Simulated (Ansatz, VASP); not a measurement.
Sr in VASP and in Ansatz

```
Sr
1.0
    -2.63719    2.21281    2.42500
     2.63719   -2.21281    2.42500
     2.63719    2.21281   -2.42500
Sr
1
Direct
  0.00000 0.00000 0.00000
```

Change from the starting cell: strain +0.0875 x Voigt [1, -1, 0, 0, 0, 0], atoms carried along.

Alike in both runs: task single point; functional PBE; k mesh 14 × 14 × 14; occupations gaussian, width 0.15 eV; no spin polarisation.

```csv
,VASP,Ansatz
version,VASP 6.6.1,Ansatz 0.2.0
potentials or method,"VASP PAW PBE potentials, release 64 (Sr_sv)","scalar-relativistic, plane waves, PAW"
plane-wave cutoff (eV),520,420
valence electrons in the cell,10,10
```

```tsv
	VASP	Ansatz	Ansatz less VASP
gap on the k mesh at the Fermi level (eV)	none	none	-
pressure (GPa)	-0.4	-0.4	0.00
largest component of the traceless stress (GPa)	0.39	0.38	-0.005
```

A gap of «none» marks a metal or a gap that the smearing closes.
